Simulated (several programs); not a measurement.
A 3-atom cell of ZrS2 (P-3m1) from a materials database, relaxed with r2SCAN+rVV10 in Ansatz, was computed with several methods. The symmetry is P-3m1 (No. 164, trigonal); conventional cell a = 3.674 Å, c = 5.857 Å, 22.83 Å³ an atom. Zr is surrounded by 6 S at 2.57 Å; S is surrounded by 3 Zr at 2.57 Å. (Simulation; spin polarisation is off.)

```
Zr S
1.0
     3.67436    0.00000    0.00000
    -1.83718    3.18209    0.00000
     0.00000    0.00000    5.85714
Zr S
1 2
Cartesian
  0.0000 0.0000 0.0000
  1.8372 1.0607 4.4149
  0.0000 2.1214 1.4422
```

Gaps and times are for a single point on this cell; volume and bulk modulus come from each method's own relaxation or energy curve at fixed shape, which is too stiff where a cell has free coordinates or axes. Times are rough, from shared hosts (Arm Neoverse V1; Arm Neoverse V2; Intel Xeon Platinum 8259CL CPU @ 2.50GHz), and each method has its own mesh and cell size. A double dagger marks a value from a curve with shape and coordinates held. A star marks a curve whose lowest point is an end point. PM6 (MOPAC), PM7 (MOPAC), GFN1-xTB (tblite), GFN2-xTB (tblite) treat a cluster of cells at its zone centre, which samples few k points: where these miss a band edge, the gap comes out too large for that reason alone. Gaps from k meshes are read at a limited set of points (mesh, symmetry points, PBE's band edges), so each method's own least gap may be somewhat smaller. xTB and the PM methods were fitted mostly to molecules, and can miss a solid's gap by electronvolts. Minimal bases can be far off for gaps. Times of the plane-wave ladder aren't listed, since it ran on unlike processors and cards. Curves at held shape can't give the bulk modulus of a layered or molecular crystal, so none is listed. GLLB-SC's gap includes the derivative discontinuity. G0W0 is at finite bands, cutoff and mesh. d marks a direct gap, i an indirect one (no mark: not told apart), a dash a value that wasn't computed or didn't pass its checks.

```
                               method              kind  gap (eV)  own volume (Å³/atom)  bulk modulus (GPa)  atoms computed  processor time
                           PBE-D3(BJ)         semilocal         –                 21.82                   –               3               –
                         r2SCAN+rVV10         semilocal         –                 22.83                   –               3               –
                               PBE-D4         semilocal         –                 22.36                   –               3               –
 light PBE (260 eV and a coarse mesh)  light plane-wave    0.86 i                     –                   –               3             1 s
                    GFN1-xTB (tblite)     tight binding      0.70                22.49‡                   –         cluster           3.7 s
                                  LDA         semilocal    0.76 i                     –                   –               3               –
                                  PBE         semilocal    0.88 i                     –                   –               3               –
                    GFN2-xTB (tblite)     tight binding      0.67               25.34*‡                   –         cluster           5.5 s
                       PBE/SZV (CP2K)       small basis    0.53 i                21.09‡                   –               3            10 s
                               r2SCAN         semilocal    1.18 i                     –                   –               3               –
                      PBE/DZVP (CP2K)       small basis    0.84 i                22.95‡                   –               3            26 s
                       GLLB-SC (GPAW)   model potential      1.97                     –                   –               3            36 s
               PBE/single zeta (GPAW)       small basis    0.81 i                     –                   –               3            38 s
                              PBE+SOC         semilocal    0.87 i                     –                   –               3               –
                          PM7 (MOPAC)    semi-empirical      5.26                     –                   –         cluster            44 s
G0W0@r2SCAN (220 eV screening cutoff)         many-body      1.92                     –                   –               3               –
   G0W0@PBE (300 eV screening cutoff)         many-body      1.80                     –                   –               3               –
  G0W0@PBE0 (220 eV screening cutoff)         many-body      2.29                     –                   –               3               –
                              LC-ωPBE            hybrid    6.34 i                     –                   –               3               –
 G0W0@HSE06 (220 eV screening cutoff)         many-body      2.09                     –                   –               3               –
                          PM6 (MOPAC)    semi-empirical      2.73                     –                   –         cluster         2.3 min
   G0W0@LDA (140 eV screening cutoff)         many-body      1.71                     –                   –               3               –
                                 PBE0            hybrid    2.35 i                     –                   –               3               –
                                HSE06            hybrid    1.67 i                     –                   –               3               –
                         Hartree-Fock    exact exchange    7.74 i                     –                   –               3               –
                             DDH-PBE0            hybrid    1.49 i                     –                   –               3               –
                            HSE06+SOC            hybrid    1.66 i                     –                   –               3               –
```

Question: How far from the measured values lie the methods that can be set against them?

Answer:
- Band gap, measured 1.68 eV: light PBE (260 eV and a coarse mesh) -0.82 eV, GFN1-xTB (tblite) -0.98 eV, LDA -0.92 eV, PBE -0.80 eV, GFN2-xTB (tblite) -1.01 eV, PBE/SZV (CP2K) -1.15 eV, r2SCAN -0.50 eV, PBE/DZVP (CP2K) -0.84 eV, GLLB-SC (GPAW) +0.29 eV, PBE/single zeta (GPAW) -0.87 eV, PBE+SOC -0.81 eV, PM7 (MOPAC) +3.58 eV, G0W0@r2SCAN (220 eV screening cutoff) +0.24 eV, G0W0@PBE (300 eV screening cutoff) +0.12 eV, G0W0@PBE0 (220 eV screening cutoff) +0.61 eV, LC-ωPBE +4.66 eV, G0W0@HSE06 (220 eV screening cutoff) +0.41 eV, PM6 (MOPAC) +1.05 eV, G0W0@LDA (140 eV screening cutoff) +0.03 eV, PBE0 +0.67 eV, HSE06 -0.01 eV, Hartree-Fock +6.06 eV, DDH-PBE0 -0.19 eV, HSE06+SOC -0.02 eV.
- Volume, measured 22.55 Å³ an atom: PBE-D3(BJ) -3.2 %, r2SCAN+rVV10 +1.2 %, PBE-D4 -0.8 %.
The calculations are for a static lattice; samples hold vibrations, temperature and, in optical gaps, excitons. A measured value is shown where most reports agree with it, and only for the quantities listed. Sources: 1.68 eV (fundamental indirect gap, quoted from earlier experiment; “Stress-Tuned Optical Transitions in Layered 1T-MX2 (M= Hf, Zr, Sn; X= S, Se) Crystals”; Literature value; other experiments cited in the same table give 1.70 and 1.78 eV.; 2022; arxiv:2210.12074); 22.55 Å³ an atom (from the lattice constants; a; “High temperature equilibrium of 3D and 2D chalcogenide perovskites”; Literature value quoted for comparison; measurement temperature not given; 2022; arxiv:2212.01429).

Only the rows marked +SOC include spin-orbit coupling.
